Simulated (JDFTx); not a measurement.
WC (Qusongite):

```
W C
1.0
     2.90650    0.00000    0.00000
    -1.45325    2.51710    0.00000
     0.00000    0.00000    2.83660
W C
1 1
Direct
  0.00000 0.00000 0.00000
  0.66667 0.33333 0.50000
```

| Quantity | Value |
| --- | --- |
| Program | JDFTx 1.7.0 (patched build) |
| Task | single point |
| Functional | PBEsol |
| Potentials or basis | PseudoDojo-SR-PBEsol-0.4.1-standard with smoothed tails |
| Cutoff | 1116 eV |
| Density cutoff | 8925 eV |
| k mesh | 10 × 10 × 9 |
| Occupations | fermi-dirac, width 0.05 eV |
| Spin | no spin polarisation |

On this cell: pressure -3.1 GPa; largest force under 0.003 eV/Å; band gap on the k mesh none (metal or under the smearing width).

The same run follows on a disturbed copy (atoms moved at random, drawn with an rms of 0.05 Å):

```
W C
1.0
     2.90650    0.00000    0.00000
    -1.45325    2.51710    0.00000
     0.00000    0.00000    2.83660
W C
1 1
Direct
  0.00594 0.00668 0.01947
  0.68209 0.32485 0.51994
```

Task: What changes?

Result: The energy (extrapolated to zero smearing) moves by +16.0 meV/atom; pressure -2.5 GPa; largest force 1.028 eV/Å; band gap on the k mesh none (metal or under the smearing width).

Forces in eV/Å, atoms in the order of the input:
```
W    0.823 -0.615  0.019
C   -0.823  0.615 -0.019
```

Stress tensor (GPa, compression positive):
```
-0.73 -2.06  0.03
-2.06 -3.85 -0.02
 0.03 -0.02 -2.83
```
